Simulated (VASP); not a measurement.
# GaN (P6_3/mmc) in VASP: a series of runs, part 2 of 2

VASP 6.6.1. The steps go on from the part before.

### Step 3. Relaxation of cell and atoms, PBE

This run uses another cell than the first one, of 7.30 Å³/atom, 0.732 times its volume.

INCAR reads:

```
SYSTEM = GaN
  PREC = Accurate
  ENCUT = 600
  EDIFF = 1E-6
  ISMEAR = -1
  SIGMA = 0.02
  LREAL = .False.
  LASPH = .True.
  NELM = 100
  ALGO = Normal
  ISIF = 3
  LWAVE = .False.
  LCHARG = .False.
  GGA = PE
  IBRION = 2
  NSW = 80
  EDIFFG = -0.005
```

KPOINTS reads:

```
Automatic mesh
0
Gamma
  12 12 6
  0 0 0
```

POSCAR reads:

```
GaN
1.0
    2.7447779100      0.0000000000      0.0000000000
   -1.3723889550      2.3770473978      0.0000000000
    0.0000000000      0.0000000000      4.4739879933
Ga N
2 2
Direct
    0.0000000000      0.0000000000      0.0000000000
    0.0000000000      0.0000000000      0.5000000000
    0.3333333333      0.6666666667      0.2500000000
    0.6666666667      0.3333333333      0.7500000000
```

Potentials or basis: VASP PAW PBE potentials, release 64 (Ga_d, N).

Command:

```
$ cat potpaw_PBE.64/Ga_d/POTCAR potpaw_PBE.64/N/POTCAR > POTCAR
$ mpirun -np 1 vasp_std > vasp.out
```

OUTCAR:

```text
SYSTEM = GaN
   PREC = Accurate
   ENCUT = 600
   EDIFF = 1E-6
   ISMEAR = -1
   LREAL = .False.
   LASPH = .True.
   NELM = 100
   ISIF = 3
   GGA = PE
   IBRION = 2
   NSW = 80
   EDIFFG = -0.005

 ion  position               nearest neighbor table
   1  0.000  0.000  0.000-   3 1.94   4 1.94   3 1.94   4 1.94   4 1.94   3 1.94   2 2.24   2 2.24

   2  0.000  0.000  0.500-   3 1.94   4 1.94   3 1.94   4 1.94   4 1.94   3 1.94   1 2.24   1 2.24

   3  0.333  0.667  0.250-   1 1.94   2 1.94   1 1.94   2 1.94   1 1.94   2 1.94
   4  0.667  0.333  0.750-   1 1.94   2 1.94   1 1.94   2 1.94   1 1.94   2 1.94

  LATTYP: Found a hexagonal cell.
 ALAT       =     2.7447779100
 C/A-ratio  =     1.6300000000

  Lattice vectors:

 A1 = (   2.7447779100,   0.0000000000,   0.0000000000)
 A2 = (  -1.3723889550,   2.3770473978,   0.0000000000)
 A3 = (   0.0000000000,   0.0000000000,   4.4739879933)

Analysis of symmetry for initial positions (statically):
=====================================================================
 Subroutine PRICEL returns:
 Original cell was already a primitive cell.

 Routine SETGRP: Setting up the symmetry group for a
 hexagonal supercell.

 Subroutine GETGRP returns: Found 24 space group operations
 (whereof 12 operations were pure point group operations)
 out of a pool of 24 trial point group operations.

The static configuration has the point symmetry D_3d.
 The point group associated with its full space group is D_6h.

Analysis of symmetry for dynamics (positions and initial velocities):
=====================================================================
 Subroutine PRICEL returns:
 Original cell was already a primitive cell.

 Routine SETGRP: Setting up the symmetry group for a
 hexagonal supercell.

 Subroutine GETGRP returns: Found 24 space group operations
 (whereof 12 operations were pure point group operations)
 out of a pool of 24 trial point group operations.

The dynamic configuration has the point symmetry D_3d.
 The point group associated with its full space group is D_6h.

 Subroutine INISYM returns: Found 24 space group operations
 (whereof 12 operations are pure point group operations),
 and found     1 'primitive' translations

----------------------------------------------------------------------------------------

                                     Primitive cell

  volume of cell :      29.1904

  direct lattice vectors                    reciprocal lattice vectors
     2.744777910  0.000000000  0.000000000     0.364328202  0.210344985  0.000000000
    -1.372388955  2.377047398  0.000000000     0.000000000  0.420689971  0.000000000
     0.000000000  0.000000000  4.473987993     0.000000000  0.000000000  0.223514234

  length of vectors
     2.744777910  2.744777910  4.473987993     0.420689971  0.420689971  0.223514234

  position of ions in fractional coordinates (direct lattice)
     0.000000000  0.000000000  0.000000000
     0.000000000  0.000000000  0.500000000
     0.333333333  0.666666667  0.250000000
     0.666666667  0.333333333  0.750000000

  ion indices of the primitive-cell ions
   primitive index   ion index
                 1           1
                 2           2
                 3           3
                 4           4

----------------------------------------------------------------------------------------

 KPOINTS: Automatic mesh

Automatic generation of k-mesh.
 Grid dimensions read from file:
 generate k-points for:   12   12    6

 Generating k-lattice:

  Cartesian coordinates                     Fractional coordinates (reciprocal lattice)
     0.030360683  0.017528749  0.000000000     0.083333333  0.000000000  0.000000000
     0.000000000  0.035057498  0.000000000     0.000000000  0.083333333  0.000000000
     0.000000000  0.000000000  0.037252372     0.000000000  0.000000000  0.166666667

  Length of vectors
     0.035057498  0.035057498  0.037252372

  Shift w.r.t. Gamma in fractional coordinates (k-lattice)
     0.000000000  0.000000000  0.000000000

 Subroutine IBZKPT returns following result:
 ===========================================

 Found     76 irreducible k-points:

 Following reciprocal coordinates:
            Coordinates               Weight
  0.000000  0.000000  0.000000      1.000000
  0.083333  0.000000  0.000000      6.000000
  0.166667  0.000000  0.000000      6.000000
  0.250000  0.000000  0.000000      6.000000
  0.333333  0.000000  0.000000      6.000000
  0.416667  0.000000  0.000000      6.000000
[... 16 lines left out ...]
  0.250000  0.000000  0.166667     12.000000
  0.333333  0.000000  0.166667     12.000000
 [... further k-points ...]
   k-points           NKPTS =     76   k-points in BZ     NKDIM =     76   number of bands    NBANDS=     22
   number of dos      NEDOS =    301   number of ions     NIONS =      4
   total plane-waves  NPLWV =  20736
   dimension x,y,z NGX =    24 NGY =   24 NGZ =   36
   dimension x,y,z NGXF=    48 NGYF=   48 NGZF=   72
   ions per type =               2   2
   NGX,Y,Z   is equivalent  to a cutoff of  14.54, 14.54, 13.38 a.u.
   NGXF,Y,Z  is equivalent  to a cutoff of  29.07, 29.07, 26.75 a.u.
 SYSTEM =  GaN
   PREC   = accura    normal or accurate (medium, high low for compatibility)
   ISTART =      0    job   : 0-new  1-cont  2-samecut
   ICHARG =      2    charge: 1-file 2-atom 10-const
   ISPIN  =      1    spin polarized calculation?
   LNONCOLLINEAR =      F non collinear calculations
   LSORBIT =      F    spin-orbit coupling
   LASPH  =      T    aspherical Exc in radial PAW
   ENCUT  =  600.0 eV  44.10 Ry    6.64 a.u.   5.48  5.48  8.94*2*pi/ulx,y,z
   NELM   =    100;   NELMIN=  2; NELMDL= -5     # of ELM steps
   EDIFF  = 0.1E-05   stopping-criterion for ELM
   LREAL  =      F    real-space projection
   EDIFFG = -.5E-02   stopping-criterion for IOM
   NSW    =     80    number of steps for IOM
   IBRION =      2    ionic relax: 0-MD 1-quasi-New 2-CG
   NFREE  =      1    steps in history (QN), initial steepest desc. (CG)
   ISIF   =      3    stress and relaxation
   ISYM   =      2    0-nonsym 1-usesym 2-fastsym
   POTIM  = 0.5000    time-step for ionic-motion
   TEBEG  =    0.0;   TEEND  =   0.0 temperature during run
   PSTRESS=    0.0 pullay stress
   NELECT =      36.0000    total number of electrons
   NUPDOWN=      -1.0000    fix difference up-down
   EMIN   =  10.00;   EMAX   =-10.00  energy-range for DOS
   EFERMI =   0.00;   METHOD = LEGACY
   ISMEAR =    -1;   SIGMA  =   0.02  broadening in eV -4-tet -1-fermi 0-gaus
   EFERMI_NEDOS =   21; number of points for ismear=-14 and -15
   IALGO  =     38    algorithm
   IMIX   =      4    mixing-type and parameters
     AMIX     =   0.40;   BMIX     =  1.00
     AMIX_MAG =   1.60;   BMIX_MAG =  1.00
  volume/ion in A,a.u.               =       7.30        49.25
  Fermi-wavevector in a.u.,A,eV,Ry     =   1.755614  3.317629 41.935613  3.082181
  Thomas-Fermi vector in A             =   2.825325
   LORBIT       =      0    0 simple, 1 ext, 2 COOP (PROOUT), +10 PAW based schemes
   GGA     = PE    functional components
   LHFCALC =     F    Hartree Fock is set to
   AEXX    =    0.0000 exact exchange contribution
   IVDW    =     0    specifies the selected vdW correction
   LEPSILON=     F    determine dielectric tensor
   LRPA    =     F    only Hartree local field effects (RPA)
 conjugate gradient relaxation of ions
 non-spin polarized calculation
  energy-cutoff  :      600.00
  volume of cell :       29.19
 maximum number of plane-waves:      1002
 NGX is ok and might be reduce to    24
   NGX = 11   NGY = 11   NGZ = 17

--------------------------------------- Ionic step        1  -------------------------------------------

 number of electron      35.9999985 magnetization

 Free energy of the ion-electron system (eV)
  ---------------------------------------------------
  ext. energy  EPLUGINS =         0.00000000
  ---------------------------------------------------
  free energy    TOTEN  =       -18.49107395 eV

  energy without entropy =      -18.49107395  energy(sigma->0) =      -18.49107395

 E-fermi :  11.9377     XC(G=0): -14.5766

 val. band max:       11.5475794796   @ k =   0.1667   0.0000   0.0000
 cond. band min:      15.0405704396   @ k =   0.3333   0.3333   0.0000
 fundamental gap:      3.4929909600
 Fermi energy:        11.9376810951
[... 1316 lines left out ...]
  FREE ENERGIE OF THE ION-ELECTRON SYSTEM (eV)
  ---------------------------------------------------
  free  energy   TOTEN  =       -21.8623871305 eV

  energy  without entropy=      -21.8623871305  energy(sigma->0) =      -21.86238713

[... ionic steps 4 to 7 ...]

--------------------------------------- Ionic step        8  -------------------------------------------

 number of electron      35.9999991 magnetization

------------------------ aborting loop because EDIFF is reached ----------------------------------------
[... 71 lines left out ...]
--------------------------------------- Ionic step       10  -------------------------------------------

 number of electron      35.9999988 magnetization

 Free energy of the ion-electron system (eV)
  ---------------------------------------------------
  ext. energy  EPLUGINS =         0.00000000
  ---------------------------------------------------
  free energy    TOTEN  =       -21.88589701 eV

  energy without entropy =      -21.88589701  energy(sigma->0) =      -21.88589701

 E-fermi :   7.7213     XC(G=0): -12.7214

 val. band max:        7.2937595116   @ k =   0.1667   0.0000   0.0000
 cond. band min:       8.3823261716   @ k =   0.3333   0.3333   0.0000
 fundamental gap:      1.0885666600
 Fermi energy:         7.7212880674
[... 631 lines left out ...]
  FREE ENERGIE OF THE ION-ELECTRON SYSTEM (eV)
  ---------------------------------------------------
  free  energy   TOTEN  =       -21.8858970083 eV

  energy  without entropy=      -21.8858970083  energy(sigma->0) =      -21.88589701

 reached required accuracy - stopping structural energy minimisation
```

OSZICAR:

```text
N       E                     dE             d eps       ncg     rms          rms(c)
DAV:   1     0.260706854754E+03    0.26071E+03   -0.20024E+04  3966   0.368E+03
[... 91 lines left out ...]
DAV:   1    -0.218870656547E+02   -0.12939E-02   -0.18784E-02  3880   0.313E+00    0.213E-01
DAV:   2    -0.218862050422E+02    0.86061E-03   -0.21432E-03  4558   0.118E+00    0.107E-01
DAV:   3    -0.218859228624E+02    0.28218E-03   -0.69122E-04  5272   0.566E-01    0.234E-02
DAV:   4    -0.218859114576E+02    0.11405E-04   -0.68357E-05  3398   0.770E-02    0.157E-02
DAV:   5    -0.218858984998E+02    0.12958E-04   -0.24125E-05  4842   0.408E-02    0.459E-03
DAV:   6    -0.218858969697E+02    0.15301E-05   -0.19517E-06  2312   0.208E-02    0.980E-04
DAV:   7    -0.218858970083E+02   -0.38631E-07   -0.18311E-07  1732   0.450E-03
  10 F= -.21885897E+02 E0= -.21885897E+02  d E =-.382004E-03
```

Run time: 2.2 min. Hardware: 1 thread of Intel Xeon 6975P-C (Granite Rapids), shared host; peak memory 0.19 GiB.

Results:

```yaml
Free_energy: -21.8859 eV
Relaxed_volume: 9.99 Å³/atom
Relaxed_cell: a = 3.008 Å, b = 3.008 Å, c = 5.099 Å, α = 90.00°, β = 90.00°, γ = 120.00°
Space_group_after_relaxing_to_0.05_Å: P6_3/mmc (No. 194)
Energy_gained_by_relaxing: 848.7 meV/atom
Ionic_steps: 10
Pressure_after_relaxing: 0.0 GPa
Band_gap_on_the_k_mesh: 1.09 eV, indirect (least direct gap 1.33 eV)
```

Stress tensor (GPa, compression positive):
```
 0.07  0.00  0.00
 0.00  0.07  0.00
 0.00  0.00 -0.04
```

The path:
| step | energy change (eV) | largest force (eV/Å) | pressure (GPa) | volume (Å³) |
| --- | --- | --- | --- | --- |
| 1 | 0.0000 | 0.0000 | 129.56 | 29.19 |
| 2 | 0.1812 | 0.0000 | -33.98 | 61.71 |
| 3 | -3.3713 | 0.0000 | -5.91 | 41.11 |
| 4 | -3.3919 | 0.0000 | -1.47 | 40.29 |
| 5 | -3.3941 | 0.0000 | -0.22 | 40.00 |
| 6 | -3.3939 | 0.0000 | 1.00 | 39.76 |
| 7 | -3.3944 | 0.0000 | 0.69 | 39.82 |
| 8 | -3.3944 | 0.0000 | 0.79 | 39.81 |
| 9 | -3.3947 | 0.0000 | -0.48 | 40.04 |
| 10 | -3.3948 | 0.0000 | 0.04 | 39.96 |

Final structure:
```
Ga N
1.0
     3.00799    0.00000    0.00000
    -1.50400    2.60500    0.00000
     0.00000    0.00000    5.09917
Ga N
2 2
Cartesian
  0.0000 0.0000 0.0000
  -1.5040 2.6050 2.5496
  0.0000 1.7367 1.2748
  1.5040 0.8683 3.8244
```

Caveat: the volume moved by over 15 % at a fixed basis, so the end points are rough.

### Step 4. Single point, HF

This run uses another cell than the first one, of 9.59 Å³/atom, 0.963 times its volume.

POSCAR reads:

```
GaN
1.0
    2.9672035366      0.0000000000      0.0000000000
   -1.4836017683      2.5696736409      0.0000000000
    0.0000000000      0.0000000000      5.0329255204
Ga N
2 2
Direct
    0.0000000000      0.0000000000      0.0000000000
    0.0000000000      0.0000000000      0.5000000000
    0.3333333333      0.6666666667      0.2500000000
    0.6666666667      0.3333333333      0.7500000000
```

INCAR.step1 reads:

```
ALGO     = Normal         # electronic algorithm
EDIFF    = 1E-5           # SCF threshold, eV
ENCUT    = 520            # plane-wave cutoff, eV
GGA      = PE             # functional
ISIF     = 2              # what is computed and relaxed
ISMEAR   = 0              # smearing method
LASPH    = True           # aspherical terms in the spheres
LCHARG   = False          # write CHGCAR
LREAL    = False          # projectors in reciprocal space
LWAVE    = True           # write WAVECAR
NBANDS   = 26             # bands
NELM     = 100            # most SCF steps
PREC     = Accurate       # precision mode
SIGMA    = 0.01           # smearing width, eV
```

INCAR.step2 reads:

```
AEXX     = 1.0            # exact-exchange fraction
AGGAC    = 0.0          
ALDAC    = 0.0          
ALGO     = Normal         # electronic algorithm
EDIFF    = 1E-6           # SCF threshold, eV
ENCUT    = 520            # plane-wave cutoff, eV
GGA      = PE             # functional
HFRCUT   = -1           
ISIF     = 2              # what is computed and relaxed
ISMEAR   = 0              # smearing method
ISTART   = 1            
LASPH    = True           # aspherical terms in the spheres
LCHARG   = False          # write CHGCAR
LHFCALC  = True           # exact exchange
LREAL    = False          # projectors in reciprocal space
LWAVE    = False          # write WAVECAR
NBANDS   = 26             # bands
NELM     = 100            # most SCF steps
PREC     = Accurate       # precision mode
PRECFOCK = Normal       
SIGMA    = 0.01           # smearing width, eV
```

KPOINTS reads:

```
k-points
0
Gamma
  6 6 4
```

Command:

```
$ cat potpaw_PBE.64/Ga_d/POTCAR potpaw_PBE.64/N/POTCAR > POTCAR
$ cp INCAR.step1 INCAR
$ mpirun -np 1 vasp_std > vasp.out
$ cp INCAR.step2 INCAR
$ mpirun -np 1 vasp_std > vasp.out
```

Run time: 78 min. Hardware: 1 thread of Intel Xeon 6975P-C (Granite Rapids), shared host; peak memory 0.19 GiB.

Results (log left out):

- Free energy: -44.5616 eV
- Pressure: -2.1 GPa
- Band gap on the k mesh: 10.52 eV, indirect (least direct gap 11.01 eV)

Stress tensor (GPa, compression positive):
```
-3.23  0.00  0.00
 0.00 -3.23  0.00
 0.00  0.00  0.12
```

Levels at points of the mesh, in eV from the valence-band top:
```
           k point  band 16  band 17  band 18  band 19  band 20  band 21
(0.00, 0.00, 0.00)    -0.62    -0.23    -0.23    10.78    13.62    20.51
(0.50, 0.00, 0.00)    -3.72    -2.85    -0.42    12.81    14.10    14.34
(0.00, 0.00, 0.50)    -0.40    -0.40    -0.40    13.78    13.78    19.59
(0.50, 0.00, 0.50)    -2.68    -2.27    -2.27    12.03    12.03    17.04
```

Caveat: the PAW data sets were made with another functional, which shifts forces and pressure a little.

### Step 5. Overview

```csv
task,level,cell,k mesh,cutoff (eV),smearing,exchange at q = 0,grid for exact exchange (PRECFOCK),gap on the mesh (eV),pressure (GPa)
single point,PBE,"P6_3/mmc, 9.96 Å³/atom",12 × 12 × 6,520,fermi-dirac 0.02 eV,-,-,1.10,0.7
relaxation of cell and atoms,PBE,relaxed,12 × 12 × 6,600,fermi-dirac 0.02 eV,-,-,1.09,0.0
single point,HF,"P6_3/mmc, 9.59 Å³/atom",6 × 6 × 4,520,gaussian 0.01 eV,truncated,Normal,10.52,-2.1
```

Alike in all rows: potentials or basis VASP PAW PBE potentials, release 64 (Ga_d, N); no spin polarisation.

Caveats: the volume moved by over 15 % at a fixed basis, so the end points are rough (some runs); the PAW data sets were made with another functional, which shifts forces and pressure a little (some runs).

Absolute energies hang on the potentials; compare differences alone.
